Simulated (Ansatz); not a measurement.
# Zone-centre phonons of PbS: input and output

Level of theory: DFT PBEsol, scalar-relativistic, plane waves, PAW (Ansatz 0.2.0).

Launched with:
```bash
ansatz run input.yaml --threads 1 --pin off --max-ram 4096MiB --backend cpu --events-out ev --progress --plain --runs-dir out
```

Input (bare energies are in eV):
```yaml
crystal:
  lattice:
    - [0.0, 2.9514058993, 2.9514058993]
    - [2.9514058993, 0.0, 2.9514058993]
    - [2.9514058993, 2.9514058993, 0.0]
  atoms:
    - { symbol: Pb, position: [0.0, 0.0, 0.0] }
    - { symbol: S, position: [0.5, 0.5, 0.5] }
basis:
  ecutwfc: 420
kpoints:
  mp_grid: { grid: [10, 10, 10] }
hamiltonian:
  xc: pbesol
scf:
  occupations: { method: gaussian, width: 0.01 }
output:
  eigenvalues: true
phonons:
  method: dfpt
  eigenvectors: true
```

The end of the output:
```
--- Phonons (Γ-DFPT): 2 representative perturbations + reference, on 102 of 1000 k-points (Σ response iterations 6) ---
  k mesh reduced under 8 symmetry operations, with k and −k counted as one. Each operation leaves every solved perturbation unchanged. A smaller set is not used because it would not reduce the number of displacements ...
  ASR residual: 1.198e-5 → 0.000e0 eV/Å²; symmetrization residual: 3.414e-6 eV/Å²
  ASR residual per site (eV/Å²): 3.65e-6 1.20e-5
  Γ frequencies (cm⁻¹): 0.00 0.00 0.00 63.99 63.99 63.99
  non-analytic LO–TO correction: not included (Born effective charges unavailable; polar crystals: no LO–TO splitting at Γ)
```

The run took 20 s on 1 thread of Arm Neoverse V1, on a shared host, peak memory 0.53 GiB.

Spin–orbit coupling is left out, which can shift energies with elements as heavy as these.